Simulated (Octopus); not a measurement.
An input for Octopus 16.4 (KBr):

Contents of inp:

```
CalculationMode = gs
UnitsOutput = eV_Angstrom
PeriodicDimensions = 3
ExperimentalFeatures = yes
PseudopotentialSet = pseudodojo_pbe_fr
XSFCoordinates = "crystal.xsf"
%Spacing
 0.16092775*angstrom | 0.16092775*angstrom | 0.16092775*angstrom
%
DerivativesOrder = 8
%KPointsGrid
 2 | 2 | 2
%
KPointsUseSymmetries = no
XCFunctional = gga_x_pbe_sol + gga_c_pbe_sol
SpinComponents = spinors
KPointsUseTimeReversal = no
GuessMagnetDensity = paramagnetic
RelativisticCorrection = spin_orbit
SmearingFunction = semiconducting
ExtraStates = 10
Eigensolver = chebyshev_filter
ConvRelDens = 1e-6
MaximumIter = 120
SOStrength = 0
MixField = density
ExcessCharge = -0.1
```

File crystal.xsf:

```
CRYSTAL
PRIMVEC
    0.0000000000      6.2360962113      6.2360962113
    6.2360962113      0.0000000000      6.2360962113
    6.2360962113      6.2360962113      0.0000000000
PRIMCOORD
2 1
Br      6.2360962113      6.2360962113      6.2360962113
K       0.0000000000      0.0000000000      0.0000000000
```

Potentials or basis: pseudodojo_pbe_fr (PseudoDojo 0.4, PBE, fully relativistic).

Launch:

```sh
$ OMP_NUM_THREADS=1 octopus > out.log  # reads inp and crystal.xsf
```

Does this run start?

The run stopped without a result. It printed:

out.log:

```text
Running octopus

Version                : 16.4
Optional libraries     :

************************** Calculation Mode **************************
Input: [CalculationMode = gs]
**********************************************************************

Input: [SpinComponents = non_collinear]
[... 247 lines left out ...]
Info: Performing initial LCAO calculation with     30 orbitals.
Info: Getting Hamiltonian matrix elements.

**************************** FATAL ERROR *****************************
*** Fatal Error (description follows)
*--------------------------------------------------------------------
* Node 0:
*  Assertion "this%ef_occ < M_ONE + 10.0_real64*M_EPSILON"
*  failed in line 365 of file "states/smear.F90".
* This should not happen and is likely a bug in the code.
* Please contact the developers and report how this occurred.
* You can open an issue on gitlab as described in Contributing.md.
*
**********************************************************************
```

Among its messages:

```text
The XCFunctional that you selected does not match the one used
```
